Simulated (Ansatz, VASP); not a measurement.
MgS in VASP and in Ansatz

POSCAR

```
MgS
1.0
    0.0000000000      2.5778010000      2.5778010000
    2.5778010000      0.0000000000      2.5778010000
    2.5778010000      2.5778010000      0.0000000000
Mg S
1 1
Direct
    0.0000000000      0.0000000000      0.0000000000
    0.5000000000      0.5000000000      0.5000000000
```

File INCAR.step1:

```
SYSTEM = MgS
PREC = Accurate
ENCUT = 520
ISMEAR = -1
SIGMA = 0.0208
LREAL = .FALSE.
LASPH = .TRUE.
NELM = 100
NBANDS = 11
GGA = PE
ALGO = Normal
EDIFF = 1E-4
LWAVE = .TRUE.
LCHARG = .FALSE.
```

The input INCAR.step2:

```
SYSTEM = MgS
PREC = Accurate
ENCUT = 520
EDIFF = 1E-7
ISMEAR = -1
SIGMA = 0.0208
LREAL = .FALSE.
LASPH = .TRUE.
NELM = 100
ALGO = Normal
ISIF = 2
LWAVE = .FALSE.
LCHARG = .TRUE.
METAGGA = R2SCAN
LMIXTAU = .TRUE.
LELF = .TRUE.
LVHAR = .TRUE.
NBANDS = 11
ISTART = 1
```

File KPOINTS:

```
regular mesh
0
G
  9 9 9
  0 0 0
```

Input for Ansatz:

```yaml
crystal:
  lattice:
    - [0.0, 2.577801, 2.577801]
    - [2.577801, 0.0, 2.577801]
    - [2.577801, 2.577801, 0.0]
  atoms:
    - { symbol: Mg, position: [0.0, 0.0, 0.0] }
    - { symbol: S, position: [0.5, 0.5, 0.5] }
  symmetry: { tolerance: 0.0003 }
kpoints:
  mp_grid: { grid: [9, 9, 9], shift: [0, 0, 0] }
  band_path:
    path:
      - [0.0, 0.0, 0.0]
      - [0.5, 0.0, 0.5]
      - [0.625, 0.25, 0.625]
      - [0.375, 0.375, 0.75]
      - [0.0, 0.0, 0.0]
      - [0.5, 0.5, 0.5]
      - [0.5, 0.25, 0.75]
      - [0.5, 0.0, 0.5]
    npoints: 8
magnetization:
  spin_polarized: false
scf:
  occupations: { method: fermi_dirac, width: 0.0208 }
  lower_state_search: "off"
  max_iter: 200
hamiltonian:
  pseudopotentials: { kind: paw }
  xc: r2scan
basis:
  ecutwfc: 500
  fft_grid_basis: typed
output:
  forces: true
  stress: true
  eigenvalues: true
  bader: true
  populations: true
  elf: true
  write_potential: true
  volumetric_format: npy
  dos:
    e_range: [-12, 8]
    de: 0.05
    projected: { site_lists: { Mg: [Mg], S: [S] } }
checkpoint:
  read: saved_state
```

Alike in both runs: task single point; functional r2SCAN; k mesh 9 × 9 × 9; occupations fermi-dirac, width 0.0208 eV; no spin polarisation.

|  | VASP | Ansatz |
| --- | --- | --- |
| version | VASP 6.6.1 | Ansatz 0.2.0 |
| potentials or method | VASP PAW PBE potentials, release 64 (Mg, S) | PAW plane waves |
| plane-wave cutoff (eV) | 520 | 500 |
| valence electrons in the cell | 8 | 16 |

```csv
,VASP,Ansatz,Ansatz less VASP
gap on the k mesh at the Fermi level (eV),3.63,3.65,+0.027
pressure (GPa),1.8,2.3,+0.49
```

The functional is the same, so the differences come from potentials, cutoffs and numerics. The two sets of potentials don't hold the same shells in valence.

Caveats: the PAW data sets were made with another functional, which shifts forces and pressure a little (VASP); an odd mesh through Γ misses points on the zone boundary, where band edges often lie. r2SCAN opens gaps a little over a GGA but as a rule still falls short of measured ones.
